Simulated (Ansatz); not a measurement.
## Band table of Tl (simple hexagonal type)

```
Tl
1.0
     2.58470    0.00000    0.00000
    -1.29235    2.23842    0.00000
     0.00000    0.00000    2.45390
Tl
1
Direct
  0.00000 0.00000 0.00000
```

The cell comes from a relaxation on PAW files under the same functional, begun from a prototype that needn't be the stable phase.

All numbers are PBE results (scalar-relativistic) from Ansatz 0.2.0, with a Γ-centred 14×14×13 k mesh, Fermi–Dirac smearing of 0.1 eV, no spin polarisation. Methods: LAPW: all electrons, basis error target 1 meV/atom.

This run: volume at 0.43 of the series' base cell.

Spin–orbit coupling is left out, which matters for the heavy atoms. The structure type is held throughout; the real material can change phase at far lower pressure.

Path points, in fractions of the reciprocal vectors: Γ (0.000, 0.000, 0.000), M (0.500, 0.000, 0.000), K (0.333, 0.333, 0.000), A (0.000, 0.000, 0.500), L (0.500, 0.000, 0.500), H (0.333, 0.333, 0.500). Levels in eV from the Fermi level; bands 17 to 25, counted from the lowest band of the run. The gap is zero, the pressure 201.0 GPa.

```
# k(1/Å) point b17 b18 b19 b20 b21 b22 b23 b24 b25
0.000 Γ -17.95 -17.44 -15.15 -15.15 -12.25 -12.25 8.98 9.90 14.70
0.351 - -17.33 -17.31 -15.33 -14.77 -12.53 -12.31 9.79 9.93 11.93
0.702 - -17.05 -16.65 -14.42 -13.74 -13.14 -12.44 4.96 10.24 12.42
1.053 - -17.15 -16.67 -13.70 -12.57 -12.55 -11.13 -0.67 7.72 12.97
1.403 M -17.35 -16.55 -13.92 -12.62 -11.99 -7.76 -4.82 6.67 12.68
1.606 - -17.16 -16.53 -13.88 -12.70 -12.43 -7.15 -4.83 5.46 12.90
1.809 - -16.68 -16.41 -13.78 -13.33 -12.90 -5.78 -4.85 2.98 13.54
2.011 - -16.52 -15.75 -14.24 -13.62 -13.17 -4.76 -4.08 0.27 14.57
2.214 K -16.49 -14.99 -14.99 -13.42 -13.42 -4.56 -2.19 -2.19 15.92
2.619 - -16.61 -15.86 -14.49 -13.62 -12.97 -8.16 -0.81 1.93 14.09
3.024 - -16.94 -15.89 -15.45 -13.27 -12.58 -12.35 4.51 6.34 13.51
3.429 - -17.29 -17.10 -15.43 -14.58 -12.61 -12.33 9.89 10.24 10.48
3.834 Γ -17.95 -17.44 -15.15 -15.15 -12.25 -12.25 8.98 9.90 14.70
4.154 - -17.73 -16.77 -15.11 -15.11 -12.53 -12.53 6.08 10.21 15.79
4.475 - -17.33 -14.99 -14.99 -14.67 -13.14 -13.14 1.53 11.07 18.58
4.795 - -16.91 -14.87 -14.87 -13.71 -13.71 -11.48 -2.88 12.22 17.06
5.115 A -16.73 -14.82 -14.82 -13.93 -13.93 -8.51 -6.19 12.87 15.69
5.466 - -16.21 -14.94 -14.65 -14.44 -14.02 -7.38 -6.06 13.61 13.74
5.816 - -16.03 -15.84 -14.24 -13.94 -13.47 -5.55 -5.04 10.50 12.12
6.167 - -16.70 -16.50 -14.46 -12.35 -11.95 -4.21 -2.69 6.18 8.27
6.518 L -17.00 -16.70 -14.54 -11.84 -11.04 -2.43 -1.57 2.46 7.38
6.721 - -16.94 -16.50 -14.70 -12.12 -11.07 -1.94 -1.28 2.47 7.37
6.923 - -16.75 -15.92 -15.11 -12.80 -11.17 -0.61 -0.51 2.53 7.34
7.126 - -16.46 -15.62 -15.11 -13.59 -11.30 0.40 1.26 2.75 6.52
7.328 H -16.09 -16.09 -14.32 -14.32 -11.37 0.87 3.25 3.46 3.46
7.734 - -16.51 -15.25 -15.24 -13.99 -11.21 -2.13 -0.96 6.18 8.07
8.139 - -16.04 -15.38 -14.85 -14.51 -12.44 -5.15 -4.14 9.91 12.19
8.544 - -16.04 -15.04 -14.82 -14.26 -14.07 -7.06 -6.01 13.23 13.80
8.949 A -16.73 -14.82 -14.82 -13.93 -13.93 -8.51 -6.19 12.87 15.69
```
